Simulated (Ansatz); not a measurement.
# BN: a single-point run

Wanted: a converged single-point run for BN, and a check of what comes out. The structure is shown as the input types it. The cell is built on a prototype (CsCl type) and needn't be the phase found in nature.

Method: density functional or hybrid calculation with the settings of its input, plane waves (as first typed), in Ansatz 0.2.0.

4 further runs of the same task are left out: 1 for a known fault of the program, 3 that didn't finish.

### 1 Starting point

Symmetry: Pm-3m, No. 221, cubic system. The conventional cell has a = 2.315 Å, b = 2.315 Å, c = 2.315 Å, α = 90.00°, β = 90.00°, γ = 90.00°. B (site symmetry m-3m) is surrounded by 8 N at 2.00 Å. N (site symmetry m-3m) is surrounded by 8 B at 2.00 Å.

Coordinates:

```
CELL_PARAMETERS angstrom
2.31480 0.00000 0.00000
0.00000 2.31480 0.00000
0.00000 0.00000 2.31480
ATOMIC_POSITIONS crystal
B 0.00000 0.00000 0.00000
N 0.50000 0.50000 0.50000
```

### 2 Running it

File input.yaml:

```yaml
crystal:
  lattice:
    - [2.3148041895, 0.0, 0.0]
    - [0.0, 2.3148041895, 0.0]
    - [0.0, 0.0, 2.3148041895]
  atoms:
    - { symbol: B, position: [0.0, 0.0, 0.0] }
    - { symbol: "N", position: [0.5, 0.5, 0.5] }
kpoints:
  mp_grid: { grid: [8, 8, 8] }
hamiltonian:
  xc: pbe
scf:
  occupations: { method: fermi_dirac, width: 0.02 }
  n_extra_bands: 4
  convergence: { dr2_threshold: 1.0 }
  max_iter: 83
output:
  forces: true
  stress: true
  eigenvalues: true
```

Run with:

```
$ ansatz run input.yaml --threads 4 --pin off --max-ram 3686MiB --backend cpu --events-out ev --progress --plain --runs-dir out
```

**Question.** How will this run end, and is anything wrong with its input?

The program finished normally, with warnings (force scf threshold loose, stress scf threshold loose). Its log warns: «scf.convergence.dr2_threshold = 1e0 eV is looser than this run's default, which is 1e-7 eV or tighter. The error in the forces grows as the threshold's square root ...»

The threshold asked is loose, but the program put off the close and ended at dr2 = 9.6e-12, so little accuracy was lost here.

The test: delete scf.convergence.dr2_threshold (the default then holds).
